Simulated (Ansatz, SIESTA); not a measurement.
## One calculation of AlRu, 3 ways

```
Ru Al
1.0
     2.99160    0.00000    0.00000
     0.00000    2.99160    0.00000
     0.00000    0.00000    2.99160
Ru Al
1 1
Direct
  0.50000 0.50000 0.50000
  0.00000 0.00000 0.00000
```

Alike in all runs: task equation of state; functional PBEsol; k mesh 9 × 9 × 9; occupations fermi-dirac, width 0.05 eV; no spin polarisation; no spin-orbit coupling.

| program and potentials | plane-wave cutoff (eV) | notes | equilibrium volume (Å³/atom) | bulk modulus (GPa) |
| --- | --- | --- | --- | --- |
| Ansatz, Ansatz PAW | 420 | potentials made for PBE, which Ansatz adapts in part | 13.18 | 219.8 |
| SIESTA, files PseudoDojo sr-pbesol-0.4.1-standard, DZP (energy shift 0.003 Ry; two zetas on semicore shells) | - | atomic basis | 13.28 | 221.8 |
| Ansatz, all-electron LAPW, scalar-relativistic | - | - | 13.18 | 219.5 |

The equilibrium volume spans 13.18 (Ansatz, all-electron LAPW, scalar-relativistic) to 13.28 Å³/atom (SIESTA, files PseudoDojo sr-pbesol-0.4.1-standard, DZP (energy shift 0.003 Ry; two zetas on semicore shells)), with all-electron results at 13.18. The bulk modulus spans 219.5 (Ansatz, all-electron LAPW, scalar-relativistic) to 221.8 GPa (SIESTA, files PseudoDojo sr-pbesol-0.4.1-standard, DZP (energy shift 0.003 Ry; two zetas on semicore shells)), with all-electron results at 219.5. Rows in atomic bases carry the error of their basis and grid, which can be large. For a metal such a mesh isn't converged, which the comparison doesn't need.

The functional is the same throughout but for its coding, so the spread measures potentials, basis and numerics; runs on potential files found faulty are left out.
